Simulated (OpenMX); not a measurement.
Runs of OpenMX 3.8.5 on MgB2. Symmetry: P6/mmm, No. 191, hexagonal system. Conventional cell: a = 3.085 Å, b = 3.085 Å, c = 3.523 Å, α = 90.00°, β = 90.00°, γ = 120.00°. Mg (site symmetry 6/mmm) is surrounded by 12 B at 2.51 Å. Around B (site symmetry -6m2) lie 3 B at 1.78 Å. 

```tsv
task	level	potentials or basis	max SCF cycles	grid points, held for all volumes	pressure (GPa)	V0 of scaled cells (Å³/atom)	B0 (GPa)	largest force (eV/Å)
band structure	LDA	OpenMX 2013 LDA set, Mg7.0-s3p2d1, B7.0-s2p2d1, grid cutoff 500 Ry	100	-	-6.9	-	-	0.01
band structure	PBE	OpenMX 2013 PBE set, Mg7.0-s3p2d1, B7.0-s2p2d1, grid cutoff 500 Ry	100	-	-0.4	-	-	0.01
equation of state	PBE	OpenMX 2013 PBE set, Mg7.0-s3p2, B7.0-s2p2, fixed grid of 36 × 36 × 48 points	-	36 × 36 × 48	-	(b)	143	-
band structure	PBE	OpenMX 2013 PBE set, Mg7.0-s3p2, B7.0-s2p2, grid cutoff 500 Ry	100	-	(c)	-	-	0.01
equation of state	LDA	OpenMX 2013 LDA set, Mg7.0-s3p2d1, B7.0-s2p2d1, fixed grid of 36 × 36 × 48 points	-	36 × 36 × 48	-	9.24	(a)	-
band structure	PBE	OpenMX 2013 PBE set, Mg7.0-s3p2d2, B7.0-s3p2d2, grid cutoff 500 Ry	100	-	-0.9	-	-	0.01
```

Alike in all rows: no spin polarisation; cell as given; k mesh 11 × 11 × 9; smearing fermi-dirac 0.05 eV.

Question: Fill in the values left out.

Answer: (a) 162; (b) 9.78; (c) 1.6.

Caveats: the basis of atomic orbitals isn't converged, which shifts pressures, moduli and gaps; volumes in these bases differ from converged ones by about 1 %, for some elements by several (some runs); the cell was scaled at fixed shape and fractional positions, which overstates the stiffness of a crystal with free parameters, most of all of layers and chains (some runs).

Not every run made on this cell is shown here.
